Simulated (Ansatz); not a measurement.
The system is GaN.

```
CELL_PARAMETERS angstrom
0.00000 2.25350 2.25350
2.25350 0.00000 2.25350
2.25350 2.25350 0.00000
ATOMIC_POSITIONS crystal
Ga 0.00000 0.00000 0.00000
N 0.25000 0.25000 0.25000
```

The cell is a database's computed one.

Base run:

* Program: Ansatz 0.2.0
* Functional: SVWN5
* Potentials or basis: Ansatz PAW
* Cutoff: 420 eV (not typed: the program's choice for these potentials)
* k mesh: 10 × 10 × 10
* Occupations: fermi-dirac, width 0.05 eV
* Spin: no spin polarisation

Its results: band gap on the k mesh 1.73 eV, direct; pressure -6.6 GPa.

Task: The run is repeated on the same cell with these changes: functional from SVWN5 to PBE; spin from no spin polarisation to spin-orbit coupling, no magnetisation; potential files from those of the base run to others of the same set. What comes out?

Result: Band gap on the k mesh 1.71 eV, direct; pressure 5.0 GPa.

Several settings changed at once, so the effect can't be laid on one alone.

Caveats: the PAW data sets come from PBE, with cores solved anew for the run's functional, which leaves a small shift of forces and pressure (some runs).
